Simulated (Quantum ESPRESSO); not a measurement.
Runs of Quantum ESPRESSO 7.5 on K. The structure is cubic, space group Im-3m (No. 229). The conventional cell has a = 5.395 Å, b = 5.395 Å, c = 5.395 Å, α = 90.00°, β = 90.00°, γ = 90.00°. 

| level | k mesh | rVV10 parameter b | SCF threshold | symmetry | form of the LDA correlation | gap on the mesh (eV) | pressure (GPa) |
| --- | --- | --- | --- | --- | --- | --- | --- |
| rPW86PBE+rVV10 | 7 × 7 × 7 | 6.3 | 2e-10 Ry | - | - | none | -0.5 |
| SCAN | 5 × 5 × 5 | - | 1e-08 Ry | off | - | none | -0.2 |
| PBE | 7 × 7 × 7 | - | 2e-10 Ry | - | - | none | -0.2 |
| PW91 | 7 × 7 × 7 | - | 2e-10 Ry | - | - | none | -0.2 |
| LDA | 7 × 7 × 7 | - | 2e-10 Ry | - | PZ81 | none | (a) |
| r2SCAN | 5 × 5 × 5 | - | 1e-08 Ry | off | - | none | -0.1 |
| PBEsol | 7 × 7 × 7 | - | 2e-10 Ry | - | - | none | -0.3 |
| RPBE | 7 × 7 × 7 | - | 2e-10 Ry | - | - | none | (b) |
| AM05 | 7 × 7 × 7 | - | 2e-10 Ry | - | - | none | -0.2 |
| rev-vdW-DF2 | 7 × 7 × 7 | - | 2e-10 Ry | - | - | none | -0.4 |

Alike in all rows: task band structure; potentials or basis SG15 PBE 1.2; no spin polarisation; cell as given; cutoff (eV) 952; smearing fermi-dirac 0.05 eV.

**Question.** Fill in the values left out.

**Answer.** (a) -0.6; (b) 0.1.

Caveats: some levels on the path didn't converge; the potentials were made for another functional, which shifts forces and pressure (some runs).

A gap of «none» marks a metal or a gap under the smearing width.
